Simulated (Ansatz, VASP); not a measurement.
Two plane-wave programs on Re

INCAR

```
PREC = Accurate ; ENCUT = 520
EDIFF = 1E-7 ; ISMEAR = -1
SIGMA = 0.1 ; LREAL = False
LASPH = True ; NELM = 60
ALGO = Normal ; ISIF = 2
LWAVE = False ; LCHARG = False
GGA = PS ; NBANDS = 10
```

The input KPOINTS:

```
regular mesh
0
Gamma
  14 14 14
```

POSCAR

```
Re
1.0
    2.6524413214      0.0000000000      0.0000000000
    0.0000000000      2.6524413214      0.0000000000
    0.0000000000      0.0000000000      2.6524413214
Re
1
Direct
    0.0000000000      0.0000000000      0.0000000000
```

Input for Ansatz:

```yaml
crystal:
  lattice:
    - [2.6524413214, 0.0, 0.0]
    - [0.0, 2.6524413214, 0.0]
    - [0.0, 0.0, 2.6524413214]
  atoms:
    - { symbol: Re, position: [0.0, 0.0, 0.0] }
hamiltonian:
  xc: pbesol
  pseudopotentials:
    kind: paw
    azcp:
      Re: "pseudopotentials/Re.paw.azcp"
basis:
  ecutwfc: 420
  fft_grid_basis: typed
kpoints:
  mp_grid: { grid: [14, 14, 14], shift: [0, 0, 0] }
magnetization:
  spin_polarized: false
scf:
  occupations: { method: fermi_dirac, width: 0.1 }
  lower_state_search: "off"
output:
  stress: true
```

Alike in both runs: task single point; functional PBEsol; k mesh 14 × 14 × 14; occupations fermi-dirac, width 0.1 eV; no spin polarisation.

```csv
,VASP,Ansatz
version,VASP 6.6.1,Ansatz 0.2.0
potentials or method,"VASP PAW PBE potentials, release 64 (Re)","plane waves (420 eV) with PAW, scalar-relativistic"
plane-wave cutoff (eV),520,420
valence electrons in the cell,7,15
```

|  | VASP | Ansatz | Ansatz less VASP |
| --- | --- | --- | --- |
| pressure (GPa) | -26.0 | -25.2 | +0.79 |

The two sets of potentials don't hold the same shells in valence. Ansatz warned: «pseudo_functional_mismatch».

Caveats: so large a pressure means that the cell lies far from this level's equilibrium, or that cutoff or potentials fall short (VASP); the potentials were made for another functional, which shifts forces and pressure (VASP). The runs have no spin-orbit coupling, so splittings on Re are missing.
